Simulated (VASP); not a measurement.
# As (Pm-3m) in VASP: further runs, part 2 of 2

VASP 6.6.1. Earlier steps stand in the parts before.

### Step 5. Single point, PBEsol

This run uses another cell than the first one, of 21.85 Å³/atom, 1.120 times its volume.

INCAR

```
SYSTEM = As
PREC = Accurate
ENCUT = 520
EDIFF = 1E-7
ISMEAR = -1
SIGMA = 0.1
LREAL = .False.
LASPH = .True.
NELM = 100
ALGO = Fast
ISIF = 2
LWAVE = .False.
LCHARG = .False.
GGA = PS
NBANDS = 8
```

KPOINTS

```
regular mesh
0
Gamma
  13 13 13
  0 0 0
```

POSCAR

```
As
1.0
    2.7955113466      0.0000000000      0.0000000000
    0.0000000000      2.7955113466      0.0000000000
    0.0000000000      0.0000000000      2.7955113466
As
1
Direct
    0.0000000000      0.0000000000      0.0000000000
```

Potentials or basis: VASP PAW PBE potentials, release 64 (As).

On the command line:

```bash
$ cat potpaw_PBE.64/As/POTCAR > POTCAR
$ mpirun -np 1 vasp_std > vasp.out
```

OUTCAR:

```text
SYSTEM = As
   PREC = Accurate
   ENCUT = 520
   EDIFF = 1E-7
   ISMEAR = -1
   LREAL = .False.
   LASPH = .True.
   NELM = 100
   ISIF = 2
   GGA = PS

 ion  position               nearest neighbor table
   1  0.000  0.000  0.000-

  LATTYP: Found a simple cubic cell.
 ALAT       =     2.7955113466

  Lattice vectors:

 A1 = (   2.7955113466,   0.0000000000,   0.0000000000)
 A2 = (   0.0000000000,   2.7955113466,   0.0000000000)
 A3 = (   0.0000000000,   0.0000000000,   2.7955113466)

Analysis of symmetry for initial positions (statically):
=====================================================================
 Subroutine PRICEL returns:
 Original cell was already a primitive cell.

 Routine SETGRP: Setting up the symmetry group for a
 simple cubic supercell.

 Subroutine GETGRP returns: Found 48 space group operations
 (whereof 48 operations were pure point group operations)
 out of a pool of 48 trial point group operations.

The static configuration has the point symmetry O_h .

Analysis of symmetry for dynamics (positions and initial velocities):
=====================================================================
 Subroutine PRICEL returns:
 Original cell was already a primitive cell.

 Routine SETGRP: Setting up the symmetry group for a
 simple cubic supercell.

 Subroutine GETGRP returns: Found 48 space group operations
 (whereof 48 operations were pure point group operations)
 out of a pool of 48 trial point group operations.

The dynamic configuration has the point symmetry O_h .

 Subroutine INISYM returns: Found 48 space group operations
 (whereof 48 operations are pure point group operations),
 and found     1 'primitive' translations

----------------------------------------------------------------------------------------

                                     Primitive cell

  volume of cell :      21.8466

  direct lattice vectors                    reciprocal lattice vectors
     2.795511347  0.000000000  0.000000000     0.357716309  0.000000000  0.000000000
     0.000000000  2.795511347  0.000000000     0.000000000  0.357716309  0.000000000
     0.000000000  0.000000000  2.795511347     0.000000000  0.000000000  0.357716309

  length of vectors
     2.795511347  2.795511347  2.795511347     0.357716309  0.357716309  0.357716309

  position of ions in fractional coordinates (direct lattice)
     0.000000000  0.000000000  0.000000000

  ion indices of the primitive-cell ions
   primitive index   ion index
                 1           1

----------------------------------------------------------------------------------------

 KPOINTS: regular mesh

Automatic generation of k-mesh.
 Grid dimensions read from file:
 generate k-points for:   13   13   13

 Generating k-lattice:

  Cartesian coordinates                     Fractional coordinates (reciprocal lattice)
     0.027516639  0.000000000  0.000000000     0.076923077  0.000000000  0.000000000
     0.000000000  0.027516639  0.000000000     0.000000000  0.076923077  0.000000000
     0.000000000  0.000000000  0.027516639     0.000000000  0.000000000  0.076923077

  Length of vectors
     0.027516639  0.027516639  0.027516639

  Shift w.r.t. Gamma in fractional coordinates (k-lattice)
     0.000000000  0.000000000  0.000000000

 Subroutine IBZKPT returns following result:
 ===========================================

 Found     84 irreducible k-points:

 Following reciprocal coordinates:
            Coordinates               Weight
  0.000000  0.000000  0.000000      1.000000
  0.076923  0.000000  0.000000      6.000000
  0.153846  0.000000  0.000000      6.000000
  0.230769  0.000000  0.000000      6.000000
  0.307692  0.000000  0.000000      6.000000
  0.384615  0.000000  0.000000      6.000000
[... 16 lines left out ...]
  0.307692  0.307692  0.000000     12.000000
  0.384615  0.307692  0.000000     24.000000
 [... further k-points ...]
   k-points           NKPTS =     84   k-points in BZ     NKDIM =     84   number of bands    NBANDS=      8
   number of dos      NEDOS =    301   number of ions     NIONS =      1
   total plane-waves  NPLWV =  13824
   dimension x,y,z NGX =    24 NGY =   24 NGZ =   24
   dimension x,y,z NGXF=    48 NGYF=   48 NGZF=   48
   ions per type =               1
   NGX,Y,Z   is equivalent  to a cutoff of  14.27, 14.27, 14.27 a.u.
   NGXF,Y,Z  is equivalent  to a cutoff of  28.55, 28.55, 28.55 a.u.
 SYSTEM =  As
   PREC   = accura    normal or accurate (medium, high low for compatibility)
   ISTART =      0    job   : 0-new  1-cont  2-samecut
   ICHARG =      2    charge: 1-file 2-atom 10-const
   ISPIN  =      1    spin polarized calculation?
   LNONCOLLINEAR =      F non collinear calculations
   LSORBIT =      F    spin-orbit coupling
   LASPH  =      T    aspherical Exc in radial PAW
   ENCUT  =  520.0 eV  38.22 Ry    6.18 a.u.   5.20  5.20  5.20*2*pi/ulx,y,z
   NELM   =    100;   NELMIN=  2; NELMDL= -5     # of ELM steps
   EDIFF  = 0.1E-06   stopping-criterion for ELM
   LREAL  =      F    real-space projection
   EDIFFG = 0.1E-05   stopping-criterion for IOM
   NSW    =      0    number of steps for IOM
   IBRION =     -1    ionic relax: 0-MD 1-quasi-New 2-CG
   NFREE  =      0    steps in history (QN), initial steepest desc. (CG)
   ISIF   =      2    stress and relaxation
   ISYM   =      2    0-nonsym 1-usesym 2-fastsym
   POTIM  = 0.5000    time-step for ionic-motion
   TEBEG  =    0.0;   TEEND  =   0.0 temperature during run
   PSTRESS=    0.0 pullay stress
   NELECT =       5.0000    total number of electrons
   NUPDOWN=      -1.0000    fix difference up-down
   EMIN   =  10.00;   EMAX   =-10.00  energy-range for DOS
   EFERMI =   0.00;   METHOD = LEGACY
   ISMEAR =    -1;   SIGMA  =   0.10  broadening in eV -4-tet -1-fermi 0-gaus
   EFERMI_NEDOS =   21; number of points for ismear=-14 and -15
   IALGO  =     68    algorithm
   IMIX   =      4    mixing-type and parameters
     AMIX     =   0.40;   BMIX     =  1.00
     AMIX_MAG =   1.60;   BMIX_MAG =  1.00
  volume/ion in A,a.u.               =      21.85       147.43
  Fermi-wavevector in a.u.,A,eV,Ry     =   1.001391  1.892354 13.643697  1.002783
  Thomas-Fermi vector in A             =   2.133810
   LORBIT       =      0    0 simple, 1 ext, 2 COOP (PROOUT), +10 PAW based schemes
   GGA     = PS    functional components
   LHFCALC =     F    Hartree Fock is set to
   AEXX    =    0.0000 exact exchange contribution
   IVDW    =     0    specifies the selected vdW correction
   LEPSILON=     F    determine dielectric tensor
   LRPA    =     F    only Hartree local field effects (RPA)
 non-spin polarized calculation
 RMM-DIIS sequential band-by-band and
  energy-cutoff  :      520.00
  volume of cell :       21.85
 maximum number of plane-waves:       619
 NGX is ok and might be reduce to    24
   NGX = 11   NGY = 11   NGZ = 11

 number of electron       4.9999999 magnetization

 Free energy of the ion-electron system (eV)
  ---------------------------------------------------
  ext. energy  EPLUGINS =         0.00000000
  ---------------------------------------------------
  free energy    TOTEN  =        -4.99101352 eV

  energy without entropy =       -4.98020616  energy(sigma->0) =       -4.98560984

 E-fermi :   4.7653     XC(G=0): -10.1334

 val. band max:        4.7630159119   @ k =   0.3077   0.2308   0.1538
 cond. band min:       4.7832300976   @ k =   0.3846   0.3077   0.3077
 fundamental gap:      0.0202141857
 Fermi energy:         4.7652804125

 k-point     1 :       0.0000    0.0000    0.0000
  band No.  band energies     occupation
      1      -9.4215      2.00000
      2       8.4807      0.00000
      3       8.4807      0.00000
      4       8.4807      0.00000
      5      13.1222      0.00000
      6      13.1222      0.00000
      7      14.2586      0.00000
      8      28.4012      0.00000
[... 243 lines left out ...]
 k-point    24 :       0.3846    0.3077    0.0000
  band No.  band energies     occupation
      1      -5.7889      2.00000
      2       0.9574      2.00000
      3       3.1028      2.00000
      4      10.8518      0.00000
      5      11.2357      0.00000
      6      17.5388      0.00000
      7      21.0769      0.00000
      8      22.2226      0.00000

 [... further k-points ...]

------------------------ aborting loop because EDIFF is reached ----------------------------------------

  FORCE on cell =-STRESS in cart. coord.  units (eV):
  Direction    XX          YY          ZZ          XY          YZ          ZX
  --------------------------------------------------------------------------------------
  -------------------------------------------------------------------------------------
  Total       -1.0748649     -1.0748649     -1.0748649     -0.0000000      0.0000000     -0.0000000
  in kB      -78.8280290    -78.8280290    -78.8280290     -0.0000000      0.0000000     -0.0000000
  external PRESSURE =     -78.8280290 kB  Pullay stress =       0.0000000 kB

 VOLUME and BASIS-vectors are now :
 -----------------------------------------------------------------------------
  energy-cutoff  :      520.00
  volume of cell :       21.85
      direct lattice vectors                 reciprocal lattice vectors
     2.795511347  0.000000000  0.000000000     0.357716309  0.000000000  0.000000000
     0.000000000  2.795511347  0.000000000     0.000000000  0.357716309  0.000000000
     0.000000000  0.000000000  2.795511347     0.000000000  0.000000000  0.357716309

 POSITION                                       TOTAL-FORCE (eV/Angst)
 -----------------------------------------------------------------------------------
      0.00000      0.00000      0.00000         0.000000      0.000000      0.000000
 -----------------------------------------------------------------------------------
    total drift:                               -0.000000      0.000000     -0.000000

  FREE ENERGIE OF THE ION-ELECTRON SYSTEM (eV)
  ---------------------------------------------------
  free  energy   TOTEN  =        -4.9910135230 eV

  energy  without entropy=       -4.9802061599  energy(sigma->0) =       -4.98560984
```

stdout:

```text
POSCAR found type information on POSCAR As
 POSCAR found :  1 types and       1 ions
 scaLAPACK will be used
 -----------------------------------------------------------------------------
|                                                                             |
|                                                                             |
|     You enforced a specific xc type in the INCAR file but a different       |
|     I HOPE YOU KNOW WHAT YOU ARE DOING!                                     |
|                                                                             |
 -----------------------------------------------------------------------------

 LDA part: xc-table for (Slater+PW92), standard interpolation
 POSCAR, INCAR and KPOINTS ok, starting setup
 FFT: planning ... GRIDC
 FFT: planning ... GRID_SOFT
 FFT: planning ... GRID
 WAVECAR not read
 entering main loop
```

It took 7.7 s on 1 thread of AMD EPYC 9R45 (Zen 5), shared host; peak memory 0.11 GiB.

What came out:

| Quantity | Value |
| --- | --- |
| Free energy | -4.9910 eV |
| Pressure | -7.9 GPa |
| Band gap on the k mesh | none (metal or under the smearing width) |

Caveat: the PAW data sets were made with another functional, which shifts forces and pressure a little.

### Step 6. Overview

```tsv
cell	k mesh	gap on the mesh (eV)	pressure (GPa)
Pm-3m, 19.51 Å³/atom	19 × 19 × 19	none	0.4
Pm-3m, 18.73 Å³/atom	13 × 13 × 13	none	4.4
Pm-3m, 19.51 Å³/atom	13 × 13 × 13	none	0.3
Pm-3m, 21.85 Å³/atom	13 × 13 × 13	none	-7.9
```

Alike in all rows: task single point; level PBEsol; potentials or basis VASP PAW PBE potentials, release 64 (As); no spin polarisation; cutoff (eV) 520; smearing fermi-dirac 0.1 eV.

Every run on the cell as given and a fine mesh finds a metal.

Caveats: the PAW data sets were made with another functional, which shifts forces and pressure a little.

Absolute energies hang on the potentials; compare differences alone.
